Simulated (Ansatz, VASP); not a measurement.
## Ti: VASP beside Ansatz

INCAR

```
SYSTEM = Ti
PREC = Accurate ; ENCUT = 520
EDIFF = 1E-6 ; ISMEAR = -1
SIGMA = 0.05 ; LREAL = .FALSE.
LASPH = .TRUE. ; NELM = 100
ALGO = Normal ; ISIF = 2
LWAVE = .FALSE. ; LCHARG = .TRUE.
GGA = PE ; LELF = .TRUE.
LVHAR = .TRUE. ; NBANDS = 12
```

The input KPOINTS:

```
Automatic mesh
0
G
  11 11 11
  0 0 0
```

POSCAR

```
Ti
1.0
   -1.6410000000      1.6410000000      1.6410000000
    1.6410000000     -1.6410000000      1.6410000000
    1.6410000000      1.6410000000     -1.6410000000
Ti
1
Direct
    0.0000000000      0.0000000000      0.0000000000
```

File input.yaml:

```yaml
crystal:
  lattice:
    - [-1.641, 1.641, 1.641]
    - [1.641, -1.641, 1.641]
    - [1.641, 1.641, -1.641]
  atoms:
    - { symbol: Ti, position: [0.0, 0.0, 0.0] }
kpoints:
  mp_grid: { grid: [11, 11, 11] }
scf:
  occupations: { method: fermi_dirac, width: 0.05 }
hamiltonian:
  xc: pbe
  pseudopotentials: { kind: all_electron, lapw: { basis_error: 0.0005 } }
output:
  forces: true
  stress: true
  eigenvalues: true
```

Alike in both runs: task single point; functional PBE; k mesh 11 × 11 × 11; occupations fermi-dirac, width 0.05 eV; no spin polarisation.

```csv
,VASP,Ansatz
version,VASP 6.6.1,Ansatz 0.2.0
potentials or method,"VASP PAW PBE potentials, release 64 (Ti_sv)","all-electron LAPW, scalar-relativistic"
plane-wave cutoff (eV),520,see its input
```

Ansatz gave:

- gap on the k mesh at the Fermi level (eV): none
- pressure (GPa): -2.5

Q: Estimate VASP's values.

A: gap on the k mesh at the Fermi level (eV): none; pressure (GPa): -2.7.

A gap of «none» marks a metal or a gap that the smearing closes. Ansatz ran all-electron here, so the differences hold the error of VASP's frozen core and of both bases.
